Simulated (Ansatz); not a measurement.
# Te2Mo: the cost of one run

Computed with Ansatz 0.2.0 (DFT LDA+D3(BJ), scalar-relativistic, plane waves, PAW, unless a step's input says otherwise).

2 further runs of the same task are left out: 2 that didn't finish. Runs told in other sessions of the task aren't counted.

### Step 1. The structure to begin with

The structure is hexagonal, space group P6_3/mmc (No. 194). Conventional cell: a = 3.415 Å, b = 3.415 Å, c = 13.213 Å, α = 90.00°, β = 90.00°, γ = 120.00°. Te (site symmetry 3m) has 3 Mo at 2.67 Å in its first shell of neighbours. Mo (site symmetry -6m2) has 6 Te at 2.67 Å in its first shell of neighbours.

As a file:

```xyz
6
Lattice="3.4151 0.0000 0.0000 -1.7076 2.9576 0.0000 0.0000 0.0000 13.2132" Properties=species:S:1:pos:R:3 pbc="T T T"
Te    0.0000    1.9717    1.4995
Te    1.7076    0.9859    8.1063
Te    1.7076    0.9859   11.7138
Te    0.0000    1.9717    5.1070
Mo    0.0000    1.9717    9.9100
Mo    1.7076    0.9859    3.3032
```

It goes back to an entry of the Materials Project, which need not be the stable form.

It is the result of an earlier relaxation at this level (volume 22.24 Å³/atom; gap on the mesh: 0.32 eV).

### Step 2. What is varied

Atoms count from 1 in the order of the input.

One atom moved over a plane, all else fixed.

- shift of Mo5 along [1 0 0]: 11 values from −1.120 to 1.120 Å
- shift of Mo5 along [0 0 1]: 11 values from −1.120 to 1.120 Å

Nothing else is relaxed (all other atoms fixed). Energies count from the relaxed crystal. Points are written as (first, second).

### Step 3. Grid point (−1.120 Å, −0.672 Å)

input.yaml

```yaml
crystal:
  lattice:
    - [3.4151434693, 0.0, 0.0]
    - [-1.7075717346, 2.957601002, 0.0]
    - [0.0, 0.0, 13.2132497201]
  atoms:
    - { symbol: Te, position: [0.3333333333, 0.6666666667, 0.1134893653] }
    - { symbol: Te, position: [0.6666666667, 0.3333333333, 0.6134893653] }
    - { symbol: Te, position: [0.6666666667, 0.3333333333, 0.8865106347] }
    - { symbol: Te, position: [0.3333333333, 0.6666666667, 0.3865106347] }
    - { symbol: Mo, position: [0.0053822501, 0.6666666667, 0.6991419587] }
    - { symbol: Mo, position: [0.6666666667, 0.3333333333, 0.25] }
basis:
  ecutwfc: 420
kpoints:
  mp_grid: { grid: [12, 12, 4] }
hamiltonian:
  xc: lda
  pseudopotentials: { kind: paw, azcp: { folder: soft_1 } }
  dispersion: d3bj
scf:
  occupations: { method: gaussian, width: 0.03 }
output:
  forces: true
  stress: true
  eigenvalues: true
```

On the command line:

```console
$ ansatz run input.yaml --threads 2 --pin off --max-ram 4096MiB --backend cpu --events-out ev --progress --plain --runs-dir out
```

Q: Estimate wall time and peak memory on 2 threads of Intel Xeon 6975P-C (Granite Rapids), shared host.

About 57 s, with a peak of 1.5 GiB.
